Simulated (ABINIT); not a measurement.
Runs of ABINIT 10.8.3 (patched build) on Ag. Symmetry: Fm-3m, No. 225, cubic system. The conventional cell has a = 4.085 Å, b = 4.085 Å, c = 4.085 Å, α = 90.00°, β = 90.00°, γ = 90.00°. Ag (site symmetry m-3m) has 12 Ag at 2.89 Å as nearest neighbours. 

```csv
task,level,potentials or basis,k mesh,cutoff (eV),fine-grid cutoff,gap on the mesh (eV),pressure (GPa)
band structure,PBEsol,PseudoDojo NC SR PBEsol v0.4 stringent,11 × 11 × 11,1116,-,none,(b)
band structure,revPBE,JTH PAW PBE v2.0,11 × 11 × 11,463,925.187 eV,none,7.5
band structure,RPBE,PseudoDojo NC SR PBE v0.4.1 standard,11 × 11 × 11,1116,-,none,8.3
band structure,r2SCAN,JTH PAW LDA v2.0,11 × 11 × 11,544,1088.46 eV,none,0.9
single point,LDA,JTH PAW LDA v2.0,14 × 14 × 14,463,925.187 eV,none,(a)
```

Alike in all rows: no spin polarisation; cell as given; smearing fermi-dirac 0.05 eV.

Task: Fill in the values left out.

Result: (a) -7.3; (b) -3.1.

Caveats: the PAW data sets were made with another functional, which shifts forces and pressure a little (some runs); the potentials were made for another functional, which shifts forces and pressure (some runs).

A k mesh can miss the band edges, and the runs leave out spin-orbit coupling on Ag.

A gap of «none» marks a metal or a gap under the smearing width.

The runs don't all hold the same shells in valence.

Runs at the PBE level aren't shown here.
